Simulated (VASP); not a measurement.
# Na in VASP: relaxation of the atoms with PBE

Aim: the relaxation of the atoms of Na with PBE.

Program: VASP 6.6.1. These are calculated values, not measurements. Logs are shortened: lines on timing, memory, paths and dates and some standing lists are left out, and cuts for length are marked.

### 1 The slab as given

The cell holds a slab with vacuum, 7 atoms: a = 4.230 Å, b = 3.663 Å, c = 33.946 Å, α = 90.00°, β = 90.00°, γ = 54.74°.

The cell was built by a generator and needn't be a form met in nature.

### 2 Relaxation of the atoms, PBE

INCAR reads:

```
PREC = Accurate ; ENCUT = 520
EDIFF = 1E-6 ; ISMEAR = 1
SIGMA = 0.1 ; LREAL = False
LASPH = True ; NELM = 60
ALGO = Normal ; ISIF = 2
LWAVE = False ; LCHARG = False
LDIPOL = True ; IDIPOL = 3
DIPOL = 0.5 0.5 0.500 ; GGA = PE
IBRION = 2 ; NSW = 80
EDIFFG = -0.01 ; LVHAR = True
LVACPOTAV = True
```

KPOINTS reads:

```
regular mesh
0
Gamma
  12 12 1
```

POSCAR reads:

```
Na
1.0
    4.2300000000      0.0000000000      0.0000000000
    2.1150000000      2.9910616840      0.0000000000
    0.0000000000      0.0000000000     33.9463701083
Na
7
Direct
    0.0000000000      0.0000000000      0.2356658451
   -0.5000000000      1.0000000000      0.3237772301
    0.0000000000      0.0000000000      0.4118886150
   -0.5000000000      1.0000000000      0.5000000000
    0.0000000000      0.0000000000      0.5881113850
   -0.5000000000      1.0000000000      0.6762227699
    0.0000000000      0.0000000000      0.7643341549
```

Potentials or basis: VASP PAW PBE potentials, release 64 (Na_pv).

On the command line:

```console
cat potpaw_PBE.64/Na_pv/POTCAR > POTCAR
mpirun -np 1 vasp_std > vasp.out
```

OUTCAR:

```text
PREC = Accurate
   ENCUT = 520
   EDIFF = 1E-6
   ISMEAR = 1
   LREAL = False
   LASPH = True
   NELM = 60
   ISIF = 2
   GGA = PE
   IBRION = 2
   NSW = 80
   EDIFFG = -0.01

 ion  position               nearest neighbor table
   1  0.000  0.000  0.236-
   2  0.500  0.000  0.324-
   3  0.000  0.000  0.412-
   4  0.500  0.000  0.500-
   5  0.000  0.000  0.588-
   6  0.500  0.000  0.676-
   7  0.000  0.000  0.764-

  LATTYP: Found a base centered orthorhombic cell.
 ALAT       =     4.2300000000
 B/A-ratio  =     1.4142135622
 C/A-ratio  =     8.0251465977

  Lattice vectors:

 A1 = (   2.1150000000,  -2.9910616840,   0.0000000000)
 A2 = (   2.1150000000,   2.9910616840,   0.0000000000)
 A3 = (   0.0000000000,   0.0000000000,  33.9463701083)

Analysis of symmetry for initial positions (statically):
=====================================================================
 Subroutine PRICEL returns:
 Original cell was already a primitive cell.

 Routine SETGRP: Setting up the symmetry group for a
 base centered orthorhombic supercell.

 Subroutine GETGRP returns: Found  8 space group operations
 (whereof  8 operations were pure point group operations)
 out of a pool of  8 trial point group operations.

The static configuration has the point symmetry D_2h.

Analysis of symmetry for dynamics (positions and initial velocities):
=====================================================================
 Subroutine PRICEL returns:
 Original cell was already a primitive cell.

 Routine SETGRP: Setting up the symmetry group for a
 base centered orthorhombic supercell.

 Subroutine GETGRP returns: Found  8 space group operations
 (whereof  8 operations were pure point group operations)
 out of a pool of  8 trial point group operations.

The dynamic configuration has the point symmetry D_2h.

 Subroutine INISYM returns: Found  8 space group operations
 (whereof  8 operations are pure point group operations),
 and found     1 'primitive' translations

----------------------------------------------------------------------------------------

                                     Primitive cell

  volume of cell :     429.4960

  direct lattice vectors                    reciprocal lattice vectors
     4.230000000  0.000000000  0.000000000     0.236406619 -0.167164724  0.000000000
     2.115000000  2.991061684  0.000000000     0.000000000  0.334329447  0.000000000
     0.000000000  0.000000000 33.946370108     0.000000000  0.000000000  0.029458231

  length of vectors
     4.230000000  3.663287458 33.946370108     0.289537795  0.334329447  0.029458231

  position of ions in fractional coordinates (direct lattice)
     0.000000000  0.000000000  0.235665845
     0.500000000  0.000000000  0.323777230
     0.000000000  0.000000000  0.411888615
     0.500000000  0.000000000  0.500000000
     0.000000000  0.000000000  0.588111385
     0.500000000  0.000000000  0.676222770
     0.000000000  0.000000000  0.764334155

  ion indices of the primitive-cell ions
   primitive index   ion index
                 1           1
                 2           2
                 3           3
                 4           4
                 5           5
                 6           6
                 7           7

----------------------------------------------------------------------------------------

 KPOINTS: regular mesh

Automatic generation of k-mesh.
 Grid dimensions read from file:
 generate k-points for:   12   12    1

 Generating k-lattice:

  Cartesian coordinates                     Fractional coordinates (reciprocal lattice)
     0.019700552 -0.013930394  0.000000000     0.083333333  0.000000000  0.000000000
     0.000000000  0.027860787  0.000000000     0.000000000  0.083333333  0.000000000
[... 41 lines left out ...]
   number of dos      NEDOS =    301   number of ions     NIONS =      7
   total plane-waves  NPLWV = 225792
   dimension x,y,z NGX =    32 NGY =   28 NGZ =  252
   dimension x,y,z NGXF=    64 NGYF=   56 NGZF=  504
   ions per type =               7
   NGX,Y,Z   is equivalent  to a cutoff of  12.58, 12.71, 12.34 a.u.
   NGXF,Y,Z  is equivalent  to a cutoff of  25.15, 25.41, 24.68 a.u.
 SYSTEM =  unknown system
   PREC   = accura    normal or accurate (medium, high low for compatibility)
   ISTART =      0    job   : 0-new  1-cont  2-samecut
   ICHARG =      2    charge: 1-file 2-atom 10-const
   ISPIN  =      1    spin polarized calculation?
   LNONCOLLINEAR =      F non collinear calculations
   LSORBIT =      F    spin-orbit coupling
   LASPH  =      T    aspherical Exc in radial PAW
   ENCUT  =  520.0 eV  38.22 Ry    6.18 a.u.   7.86  6.81 63.12*2*pi/ulx,y,z
   NELM   =     60;   NELMIN=  2; NELMDL= -5     # of ELM steps
   EDIFF  = 0.1E-05   stopping-criterion for ELM
   LREAL  =      F    real-space projection
   EDIFFG = -.1E-01   stopping-criterion for IOM
   NSW    =     80    number of steps for IOM
   IBRION =      2    ionic relax: 0-MD 1-quasi-New 2-CG
   NFREE  =      1    steps in history (QN), initial steepest desc. (CG)
   ISIF   =      2    stress and relaxation
   ISYM   =      2    0-nonsym 1-usesym 2-fastsym
   POTIM  = 0.5000    time-step for ionic-motion
   TEBEG  =    0.0;   TEEND  =   0.0 temperature during run
   PSTRESS=    0.0 pullay stress
   NELECT =      49.0000    total number of electrons
   NUPDOWN=      -1.0000    fix difference up-down
   EMIN   =  10.00;   EMAX   =-10.00  energy-range for DOS
   EFERMI =   0.00;   METHOD = LEGACY
   ISMEAR =     1;   SIGMA  =   0.10  broadening in eV -4-tet -1-fermi 0-gaus
   EFERMI_NEDOS =   21; number of points for ismear=-14 and -15
   IALGO  =     38    algorithm
   IMIX   =      4    mixing-type and parameters
     AMIX     =   0.40;   BMIX     =  1.00
     AMIX_MAG =   1.60;   BMIX_MAG =  1.00
  volume/ion in A,a.u.               =      61.36       414.05
  Fermi-wavevector in a.u.,A,eV,Ry     =   0.794000  1.500442  8.577602  0.630436
  Thomas-Fermi vector in A             =   1.900046
   LORBIT       =      0    0 simple, 1 ext, 2 COOP (PROOUT), +10 PAW based schemes
   GGA     = PE    functional components
   LHFCALC =     F    Hartree Fock is set to
   AEXX    =    0.0000 exact exchange contribution
   IVDW    =     0    specifies the selected vdW correction
   LEPSILON=     F    determine dielectric tensor
   LRPA    =     F    only Hartree local field effects (RPA)
 conjugate gradient relaxation of ions
 non-spin polarized calculation
 Methfessel and Paxton  Order N= 1 SIGMA  =   0.10
  energy-cutoff  :      520.00
  volume of cell :      429.50
 maximum number of plane-waves:     11632
   NGX = 15   NGY = 13   NGZ =127

--------------------------------------- Ionic step        1  -------------------------------------------

 number of electron      49.0000006 magnetization

 Free energy of the ion-electron system (eV)
  ---------------------------------------------------
  ext. energy  EPLUGINS =         0.00000000
  ---------------------------------------------------
  free energy    TOTEN  =        -8.83217621 eV

  energy without entropy =       -8.82683893  energy(sigma->0) =       -8.83039712

------------------------ aborting loop because EDIFF is reached ----------------------------------------

  FORCE on cell =-STRESS in cart. coord.  units (eV):
  Direction    XX          YY          ZZ          XY          YZ          ZX
  --------------------------------------------------------------------------------------
  -------------------------------------------------------------------------------------
  Total       -0.5549093     -0.1240732     -0.5699676      0.0000000      0.0000000      0.0000000
  in kB       -2.0700152     -0.4628385     -2.1261879      0.0000000      0.0000000      0.0000000
  external PRESSURE =      -1.5530139 kB  Pullay stress =       0.0000000 kB
[... 104 lines left out ...]
  FREE ENERGIE OF THE ION-ELECTRON SYSTEM (eV)
  ---------------------------------------------------
  free  energy   TOTEN  =        -8.8327249960 eV

  energy  without entropy=       -8.8275222487  energy(sigma->0) =       -8.83099075

[... ionic steps 4 to 13 ...]

--------------------------------------- Ionic step       14  -------------------------------------------

 number of electron      48.9999994 magnetization

------------------------ aborting loop because EDIFF is reached ----------------------------------------
[... 36 lines left out ...]
--------------------------------------- Ionic step       15  -------------------------------------------

 number of electron      49.0000018 magnetization

 dipolmoment           0.000000      0.000000     -0.000000 electrons x Angstroem

------------------------ aborting loop because EDIFF is reached ----------------------------------------

  FORCE on cell =-STRESS in cart. coord.  units (eV):
  Direction    XX          YY          ZZ          XY          YZ          ZX
  --------------------------------------------------------------------------------------
  -------------------------------------------------------------------------------------
  Total       -0.2610533     -0.1297913     -0.1386265      0.0000000      0.0000000      0.0000000
  in kB       -0.9738244     -0.4841691     -0.5171276      0.0000000      0.0000000      0.0000000
  external PRESSURE =      -0.6583737 kB  Pullay stress =       0.0000000 kB
[... 28 lines left out ...]
--------------------------------------- Ionic step       16  -------------------------------------------

 number of electron      49.0000004 magnetization

 dipolmoment           0.000000      0.000000      0.000000 electrons x Angstroem

 Free energy of the ion-electron system (eV)
  ---------------------------------------------------
  ext. energy  EPLUGINS =         0.00000000
  ---------------------------------------------------
  free energy    TOTEN  =        -8.84214529 eV

  energy without entropy =       -8.84218011  energy(sigma->0) =       -8.84215690

 E-fermi :  -0.8684     XC(G=0):  -4.3497

 val. band max:       -0.8760080662   @ k =  -0.1667   0.2500   0.0000
 cond. band min:      -0.8523877703   @ k =  -0.1667   0.0833   0.0000
 fundamental gap:      0.0236202959
 Fermi energy:        -0.8683953820

 k-point     1 :       0.0000    0.0000    0.0000
  band No.  band energies     occupation
      1     -26.0136      2.00000
      2     -26.0136      2.00000
      3     -25.9818      2.00000
      4     -25.9818      2.00000
      5     -25.9791      2.00000
      6     -25.9791      2.00000
[... 757 lines left out ...]
     28       0.3104     -0.00000
     29       0.8361     -0.00000

 [... further k-points ...]
[... 5 lines left out ...]
  --------------------------------------------------------------------------------------
  -------------------------------------------------------------------------------------
  Total       -0.1923038     -0.0656111     -0.0640449      0.0000000      0.0000000      0.0000000
  in kB       -0.7173637     -0.2447534     -0.2389108      0.0000000      0.0000000      0.0000000
  external PRESSURE =      -0.4003426 kB  Pullay stress =       0.0000000 kB
[... 22 lines left out ...]
  FREE ENERGIE OF THE ION-ELECTRON SYSTEM (eV)
  ---------------------------------------------------
  free  energy   TOTEN  =        -8.8421452908 eV

  energy  without entropy=       -8.8421801141  energy(sigma->0) =       -8.84215690

 reached required accuracy - stopping structural energy minimisation

 vacuum level on the upper side and lower side of the slab         1.919         1.919
```

Run time: 1.8 h. Hardware: 1 thread of Intel Xeon Platinum 8559C (Emerald Rapids), shared host; peak memory 0.75 GiB.

Results:

```yaml
Free_energy: -8.8421 eV
Energy_gained_by_relaxing: 1.4 meV/atom
Ionic_steps: 16
Band_gap_on_the_k_mesh: none (metal or under the smearing width)
Work_function_of_the_upper_face: 2.79 eV
Work_function_of_the_lower_face: 2.79 eV
```

Step by step:
```tsv
step	energy change (eV)	largest force (eV/Å)	pressure (GPa)
1	0.0000	0.0365	-0.16
2	-0.0001	0.0345	-0.15
3	-0.0005	0.0333	-0.15
4	-0.0013	0.0311	-0.14
5	-0.0026	0.0255	-0.15
6	-0.0039	0.0212	-0.12
7	-0.0040	0.0263	-0.10
8	-0.0047	0.0203	-0.12
9	-0.0061	0.0226	-0.09
10	-0.0052	0.0557	-0.06
11	-0.0064	0.0321	-0.11
12	-0.0072	0.0280	-0.10
13	-0.0089	0.0136	-0.09
14	-0.0096	0.0150	-0.02
15	-0.0098	0.0113	-0.07
16	-0.0100	0.0019	-0.04
```

Final structure:
```xyz
7
Lattice="4.2300 0.0000 0.0000 2.1150 2.9911 0.0000 0.0000 0.0000 33.9464" Properties=species:S:1:pos:R:3 pbc="T T T"
Na    0.0000    0.0000    8.2812
Na    2.1150    0.0000   11.1579
Na    6.3450    2.9911   14.0538
Na    2.1150    0.0000   16.9732
Na    0.0000    0.0000   19.8926
Na    2.1150    0.0000   22.7885
Na    0.0000    0.0000   25.6652
```
